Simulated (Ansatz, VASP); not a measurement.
## Two plane-wave programs on CdF2

File INCAR:

```
ALGO = Normal
EDIFF = 1E-6
ENCUT = 520
GGA = PS
ISIF = 2
ISMEAR = 0
LASPH = True
LCHARG = True
LELF = True
LREAL = False
LVHAR = True
LWAVE = False
NBANDS = 20
NELM = 80
PREC = Accurate
SIGMA = 0.02
```

File KPOINTS:

```
k-points
0
Gamma
  8 8 8
```

The input POSCAR:

```
CdF2
1.0
    0.0000000000      2.6516772600      2.6112672600
    2.6112672600      0.0000000000      2.6112672600
    2.6112672600      2.6516772600      0.0000000000
Cd F
1 2
Direct
    0.0157484807     -0.0157484807      0.0157484807
    0.2421257597      0.2578742403      0.2421257597
    0.7421257597      0.7578742403      0.7421257597
```

Input for Ansatz:

```yaml
crystal:
  lattice:
    - [0.0, 2.65167726, 2.61126726]
    - [2.61126726, 0.0, 2.61126726]
    - [2.61126726, 2.65167726, 0.0]
  atoms:
    - { symbol: Cd, position: [0.0157484807, -0.0157484807, 0.0157484807] }
    - { symbol: F, position: [0.2421257597, 0.2578742403, 0.2421257597] }
    - { symbol: F, position: [0.7421257597, 0.7578742403, 0.7421257597] }
basis:
  ecutwfc: 420
kpoints:
  mp_grid: { grid: [8, 8, 8] }
hamiltonian:
  xc: pbesol
scf:
  occupations: { method: gaussian, width: 0.02 }
output:
  forces: true
  stress: true
  eigenvalues: true
```

Alike in both runs: task single point; functional PBEsol; k mesh 8 × 8 × 8; occupations gaussian, width 0.02 eV; no spin polarisation.

```csv
,VASP,Ansatz
version,VASP 6.6.1,Ansatz 0.2.0
potentials or method,"VASP PAW PBE potentials, release 64 (Cd, F)","scalar-relativistic, plane waves, PAW"
plane-wave cutoff (eV),520,420
valence electrons in the cell,26,34
```

Ansatz gave:

```
gap on the k mesh at the Fermi level (eV)       : 3.17
least direct gap on the mesh (eV)               : 3.54
pressure (GPa)                                  : 11.1
largest component of the traceless stress (GPa) : 1.90
rms of the force components (eV/Å)              : 0.386
```

Which values does VASP return?

gap on the k mesh at the Fermi level (eV): 3.13; least direct gap on the mesh (eV): 3.51; pressure (GPa): 12.4; largest component of the traceless stress (GPa): 1.97; rms of the force components (eV/Å): 0.427.

Atom by atom the forces differ by 0.041 eV/Å (rms over components). The functional is the same, so the differences come from potentials, cutoffs and numerics. The two sets of potentials don't hold the same shells in valence.

Caveats: the PAW data sets were made with another functional, which shifts forces and pressure a little (VASP). A k mesh can miss the band edges.
